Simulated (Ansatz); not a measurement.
This GaP structure is the end of a relaxation. The cell was found from a structure generator's guess, not taken from experiment.

All numbers below come from DFT PBE, scalar-relativistic, plane waves, PAW in Ansatz 0.2.0. Cutoff 420 eV, Γ-centred mesh, Gaussian smearing, no spin polarisation.

```
Ga P
1.0
    -2.41904    2.41904    2.86557
     2.41904   -2.41904    2.86557
     2.41904    2.41904   -2.86557
Ga P
2 2
Direct
  0.75000 0.25000 0.50000
  0.00000 0.00000 0.00000
  0.50000 0.50000 0.00000
  0.25000 0.75000 0.50000
```

Formation energies are uncorrected and refer to the elements' standard structures at the same level. The references include black phosphorus.

(1) Find its symmetry and describe it.

(2) How far does it lie from the elements in energy?

(3) Is it a metal?

Results:

(1) I4_1/amd (No. 141). Conventional cell: a = 4.838 Å, c = 5.731 Å. Ga has 4 Ga at 2.81 Å, 6 P at 2.81–2.87 Å and 4 P at 3.42 Å; P is surrounded by 6 Ga at 2.81–2.87 Å, 4 P at 2.81 Å and 4 Ga at 3.42 Å.

(2) +0.36 eV/atom. The separate elements lie lower, so it is unstable against them.

(3) Yes, bands cross the Fermi level on the 12×12×12 mesh.

The last run used a 12×12×12 mesh for its 4-atom cell and Gaussian smearing of 0.10 eV. The reference form of P is held partly by dispersion forces, which this level lacks. Symmetry constrained the relaxation, so the result can be a saddle point. Another cell of GaP relaxed alike, in F-43m (a cell as deposited in COD), lies 0.79 eV/atom lower, so this cell isn't the stable form at this level.
